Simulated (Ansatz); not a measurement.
# How fast states decay through KCl, part 3 of 3

Aim: the decay constants that govern tunnelling through KCl.

Ansatz 0.2.0; PBE DFT, plane waves, PAW files (the session's first sound run).

So far, decay constant at the filling level, zone centre (Å⁻¹): step 3 (decaying states in the gap, plane (001), k-mesh 6×6×6, PBE) 0.356; step 5 (plane (110), k-mesh 8×8×8, PBE) 0.383; step 6 (plane (111), k-mesh 10×10×10, PBE) 0.386; step 9 (PBE norm-conserving, cutoff 850 eV) 0.356.

**10. The same cell, other settings**

This step: PBE DFT, plane waves, PAW files; complex bands by layer matching along the plane's normal; changed: output.transmission.temperature = 200.0, output.transmission.e_range = [0, 2], output.transmission.de = 0.1 (Ansatz 0.2.0).

This run repeats an earlier one, its twin (the complex run, plane (001)), with three settings changed (output.transmission.e_range, output.transmission.de, output.transmission.temperature; files written aside). It is meant to test what the energy window and step decide and how the leads' temperature enters. Where the input is shown as a difference, that is against the step before, not the twin.

input.yaml reads:

```yaml
crystal:
  lattice:
    - [3.839196, 0.0, 0.0]
    - [0.0, 3.839196, 0.0]
    - [0.0, 0.0, 3.839196]
  atoms:
    - { symbol: K, position: [0.0, 0.0, 0.0] }
    - { symbol: Cl, position: [0.5, 0.5, 0.5] }
kpoints:
  mp_grid: { grid: [6, 6, 6] }
scf:
  occupations: { method: fixed }
hamiltonian:
  xc: pbe
output:
  eigenvalues: true
  transmission:
    leads: [[0, 0]]
    kpoints: [[0.0, 0.0], [0.0, -0.5], [-0.5, -0.5]]
    e_range: [0, 2]
    de: 0.1
    temperature: 200.0
```

On the command line:

```
$ ansatz run input.yaml --threads 2 --pin off --max-ram 4096MiB --backend cpu --events-out ev --progress --plain --runs-dir out
```

Numbers of over 12 decimals in the logs are rounded to 6 here.

The log of the run:

```text
[...]
Crystal: 2 atoms, lattice volume = 56.588 Å³
Basis set: ecut = 420 eV, 1141 PW (Γ)
Bands: 12, of which v1, the nominal top of the filled ones, is band 8 counted from 1 (7 counted from 0)
Symmetry: 48 space group operations
[...]
k-points: 20 of 216
[...]
SCF iter   1: F=—  HF=-2621.070151 eV  |F-HF|=—  |Δ(HF+E_count)|=         —  Δρ=3.67e-4  dr2=1.24e-4  ethr=1.77e-3  ⟨swp⟩=4.8  Hψ=1311  notcnv=0  defer=30
[...]
SCF iter   6: F=-2621.069919 eV  HF=-2621.069919 eV  |F-HF|=1.01e-9  |Δ(HF+E_count)|=   3.80e-8  Δρ=8.44e-7  dr2=2.35e-10  ethr=7.27e-11  ⟨swp⟩=4.0  Hψ=1304  notcnv=0
SCF 1 converged in 6 iterations: F = -2621.069919 eV  dr2 = 2.35e-10
[...]
transmission: 5 of 15 steps passed
transmission: 10 of 15 steps passed
transmission: 15 of 15 steps passed
SCF converged after 6 iterations
Free energy (F): -2621.069919 eV
[...]
Internal energy: -2621.069919 eV  (E = F + TS)
E sigma→0 (E₀):  -2621.069919 eV
Fermi energy:    2.135209 eV
[...]
--- Band table (eV; the first three rows and the last of 20) ---
  k-point 0: bands = [... 4 lower, -9.3085, 1.9326, 1.9326, 1.9326, 6.9326, 8.6953, 8.6953, 12.6913]
  k-point 1: bands = [... 4 lower, -9.2741, 1.4579, 1.9312, 1.9312, 7.5422, 8.9185, 9.2237, 12.5999]
  k-point 2: bands = [... 4 lower, -9.1990, 0.7022, 1.9276, 1.9276, 8.8201, 9.5266, 10.2096, 12.5226]
  k-point 19: bands = [... 4 lower, -9.4765, 0.8282, 0.8282, 0.8282, 10.9025, 10.9025, 10.9025, 11.9841]
--- Transmission ---
  basis      : 137 plane waves across, 5 finite elements along
  points     : 3, as listed
[...]
crystal 0  : K1Cl1, at the sites [0, 0], period 3.8392 Å: whole cells are its period
[...]
channels       : 0.000000e0 a spin
[...]
slowest decay  : 0.3565 /Å at (0.0000, 0.0000)
```

The job ended after 9.9 s (2 threads of Arm Neoverse N1, shared host; peak memory 0.33 GiB; 14 s of CPU time).

Numbers from this step:

| Quantity | Value |
| --- | --- |
| free energy | -2621.0699 eV |
| Fermi energy | 2.135 eV |
| gap on the k-mesh | 4.797 eV |

K parallel (0, 0); values up to 1.5 1/Å, a degenerate pair printed once or twice; energies at which all values exceed this have no row. The Im kz of the slowest decaying states by energy, zero at the highest filled level on the SCF mesh:

```csv
energy (eV),decay 1 (Å⁻¹),decay 2 (Å⁻¹),decay 3 (Å⁻¹),decay 4 (Å⁻¹)
0.000,0.155,0.843,0.942,1.38
0.100,0.187,0.837,0.988,1.37
0.200,0.211,0.832,1.02,1.36
0.300,0.232,0.826,1.04,1.35
0.400,0.249,0.821,1.06,1.34
0.500,0.265,0.815,1.07,1.33
0.600,0.278,0.809,1.09,1.32
0.700,0.289,0.803,1.09,1.31
0.800,0.300,0.797,1.10,1.30
0.900,0.309,0.791,1.11,1.29
1.000,0.317,0.785,1.11,1.27
1.100,0.324,0.779,1.12,1.26
1.200,0.330,0.772,1.12,1.25
1.300,0.336,0.766,1.12,1.24
1.400,0.341,0.759,1.13,1.23
1.500,0.345,0.753,1.13,1.22
1.600,0.348,0.746,1.13,1.21
1.700,0.351,0.739,1.13,1.20
1.800,0.353,0.732,1.13,1.18
1.900,0.355,0.724,1.13,1.17
2.000,0.357,0.717,1.13,1.16
```

K parallel (0, -0.5); values up to 1.5 1/Å, a degenerate pair printed once or twice; energies at which all values exceed this have no row. Table of Im kz of the slowest decaying states by energy, zero at the highest filled level on the SCF mesh:

```csv
energy (eV),decay 1 (Å⁻¹),decay 2 (Å⁻¹),decay 3 (Å⁻¹),decay 4 (Å⁻¹)
0.000,0.00189,0.209,0.544,1.03
0.100,0.249,0.323,0.555,1.03
0.200,0.281,0.430,0.566,1.02
0.300,0.307,0.500,0.575,1.01
0.400,0.330,0.551,0.583,1.01
0.500,0.349,0.590,0.592,0.999
0.600,0.366,0.597,0.624,0.992
0.700,0.382,0.602,0.652,0.986
0.800,0.395,0.607,0.675,0.979
0.900,0.408,0.612,0.695,0.972
1.000,0.419,0.615,0.712,0.966
1.100,0.429,0.618,0.727,0.959
1.200,0.438,0.621,0.740,0.952
1.300,0.446,0.623,0.752,0.946
1.400,0.454,0.624,0.762,0.939
1.500,0.460,0.626,0.771,0.932
1.600,0.467,0.626,0.779,0.925
1.700,0.472,0.626,0.786,0.918
1.800,0.477,0.626,0.792,0.911
1.900,0.482,0.625,0.797,0.905
2.000,0.486,0.624,0.802,0.898
```

K parallel (-0.5, -0.5); values up to 1.5 1/Å, a degenerate pair printed once or twice; energies at which all values exceed this have no row. Table of Im kz of the slowest decaying states by energy, zero at the highest filled level on the SCF mesh:

```csv
energy (eV),decay 1 (Å⁻¹),decay 2 (Å⁻¹),decay 3 (Å⁻¹)
0.000,0.835,1.12,-
0.100,0.126,0.830,1.12
0.200,0.175,0.825,1.13
0.300,0.211,0.820,1.13
0.400,0.239,0.815,1.13
0.500,0.263,0.809,1.13
0.600,0.283,0.804,1.13
0.700,0.301,0.798,1.14
0.800,0.316,0.793,1.14
0.900,0.330,0.787,1.13
1.000,0.342,0.781,1.13
1.100,0.353,0.775,1.13
1.200,0.363,0.769,1.13
1.300,0.373,0.763,1.13
1.400,0.381,0.757,1.13
1.500,0.388,0.751,1.13
1.600,0.395,0.744,1.12
1.700,0.401,0.738,1.12
1.800,0.407,0.731,1.12
1.900,0.411,0.724,1.12
2.000,0.416,0.717,1.11
```

**11. A check of the settings**

This step: PBE DFT, plane waves, PAW files; complex bands by layer matching along the plane's normal; changed: output.transmission.bias = [0.5], scf.max_iter = 60 (Ansatz 0.2.0).

This run repeats an earlier one, its twin (the complex run, plane (001)), with two settings changed (scf.max_iter, output.transmission.bias; files written aside). The setting was drawn as a possible misstep, on purpose. Where the input is shown as a difference, that is against the step before, not the twin.

input.yaml, the sections that differ from step 10:

```yaml
scf:
  occupations: { method: fixed }
  max_iter: 60
output:
  eigenvalues: true
  transmission:
    leads: [[0, 0]]
    kpoints: [[0.0, 0.0], [0.0, -0.5], [-0.5, -0.5]]
    e_range: [-1.0, 5.8]
    de: 0.11
    bias: [0.5]
# crystal, kpoints, hamiltonian: as in step 10
```

The log of the run:

```text
Error: YAML parse error: error: line 23 column 5: unknown field `bias`, expected one of leads, temperature, e_range, de, kmesh, mesh_tolerance, kpoints, reduced_basis
  --> <input>:23:5
   |
21 |     e_range: [-1.0, 5.8]
22 |     de: 0.11
23 |     bias: [0.5]
   |     ^ unknown field `bias`, expected one of leads, temperature, e_range, de, kmesh, mesh_tolerance, kpoints, reduced_basis
```

It took 0.02 s on 2 threads; peak memory 0.05 GiB.

The program refused the input before any cycle.

The program's message: “Error: YAML parse error: error: line 23 column 5: unknown field `bias`, expected one of leads, temperature, e_range, de, kmesh, mesh_tolerance, kpoints, reduced_basis”

The change that led to it: output.transmission.bias = [0.5].

**12. Results**

| Item | Value |
| --- | --- |
| band gap | 4.80 eV |
| least decay constant at mid-gap, normal to (001) | 0.356 Å⁻¹ |
| least decay constant at mid-gap, normal to (110) | 0.384 Å⁻¹ |
| least decay constant at mid-gap, normal to (111) | 0.386 Å⁻¹ |
| least decay constant on a mesh, normal to (001) | 0.356 Å⁻¹ |
| least decay constant on a mesh, normal to (111) | 0.385 Å⁻¹ |
| least decay constant, norm-conserving files | 0.356 Å⁻¹ |

In words: With PBE, the slowest decay at the wavevectors tried is κ = 0.356 Å⁻¹, normal to (001). Through such a film the transmission near mid-gap falls as exp(−2κd), a factor of ten every 3.2 Å. The directions tried decay at nearly the same rate. A free electron under a barrier of half the gap would need a mass of 0.20 mₑ to decay at this rate. With norm-conserving files the gap goes from 4.80 to 4.80 eV and the decay constant, over the first 2 listed wavevectors, from 0.356 to 0.356 Å⁻¹. A semilocal functional narrows gaps, so real decay constants are likely larger.

[Logs are printed without paths, hosts, clocks, repeated set-up lines and the standing remarks that a program may print on its own settings, such as how far it seeks lower states.]

[Hosts, paths, dates, database ids (printed as entryN), source tags and the programs' standing remarks are cut or masked in the printed files.]
